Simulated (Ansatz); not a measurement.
# CuO: relaxation of cell and atoms

Method: DFT, PBE, PAW with Ansatz's default frozen-core files, scalar-relativistic in Ansatz 0.2.0.

Command: `ansatz run input.yaml --threads 1 --pin off --max-ram 2048MiB --backend cpu --events-out ev --progress --plain --runs-dir out` The run took 10 s on 1 thread of AMD EPYC 9R45 96-Core Processor (Zen 5), with other jobs on the host, peak memory 0.43 GiB.

```yaml
crystal:
  lattice:
    - [0.0, 2.2322827293, 2.2322827293]
    - [2.2322827293, 0.0, 2.2322827293]
    - [2.2322827293, 2.2322827293, 0.0]
  atoms:
    - { symbol: Cu, position: [0.0, 0.0, 0.0] }
    - { symbol: O, position: [0.5, 0.5, 0.5] }
kpoints:
  mp_grid: { grid: [16, 16, 16] }
scf:
  occupations: { method: fermi_dirac, width: 0.08 }
hamiltonian:
  xc: pbe
  pseudopotentials: { kind: paw }
output:
  forces: true
  stress: true
  write_density: true
  write_potential: true
  elf: true
  volumetric_format: npy
relax:
  f_tol: 0.005
  max_steps: 80
  cell: {}
```

Without spin polarisation or U, such a compound can come out metallic where the real one is a magnetic insulator.

The cell is built from the rocksalt type as a first guess.

The cutoff is 420 eV; energies and pressures of the walk include the program's estimate of the Pulay term.

Each frame lists the cell vectors (Å), then Cartesian positions (Å); symmetry keeps all forces zero. Free energies count from the first step, -7190.7315 eV.

The walk took 8 evaluations in all; steps that aren't listed are left out.

Step 1: E = 0.0 meV, P = -18.64 GPa

```
cell 0.0000 2.2323 2.2323 2.2323 0.0000 2.2323 2.2323 2.2323 0.0000
Cu    0.0000    0.0000    0.0000
O     2.2323    2.2323    2.2323
```

Step 2:

```
cell 0.0000 2.1656 2.1656 2.1656 0.0000 2.1656 2.1656 2.1656 0.0000
Cu    0.0000    0.0000    0.0000
O     2.1656    2.1656    2.1656
```

Step 3: E = -215.7 meV, P = 3.39 GPa

```
cell 0.0000 2.1114 2.1114 2.1114 0.0000 2.1114 2.1114 2.1114 0.0000
Cu    0.0000    0.0000    0.0000
O     2.1114    2.1114    2.1114
```

Step 4: E = -217.5 meV, P = -0.35 GPa

```
cell 0.0000 2.1259 2.1259 2.1259 0.0000 2.1259 2.1259 2.1259 0.0000
Cu    0.0000    0.0000    0.0000
O     2.1259    2.1259    2.1259
```

(1) Give the energy, pressure of step 2.

(2) How does the relaxation end?

## Answers

(1) E = -179.5 meV, P = -8.89 GPa
```
Cu    0.0000    0.0000    0.0000
O     2.1656    2.1656    2.1656
```

(2) It converges, with a = 4.245 Å, b = 4.245 Å, c = 4.245 Å, α = 90.00°, β = 90.00°, γ = 90.00° (conventional cell, space group Fm-3m). The last solve (on a basis chosen afresh for the final cell, so its energy is not quite comparable) gives E = -210.0 meV, P = 0.00 GPa:
```
cell 0.0000 2.1225 2.1225 2.1225 0.0000 2.1225 2.1225 2.1225 0.0000
Cu    0.0000    0.0000    0.0000
O     2.1225    2.1225    2.1225
```
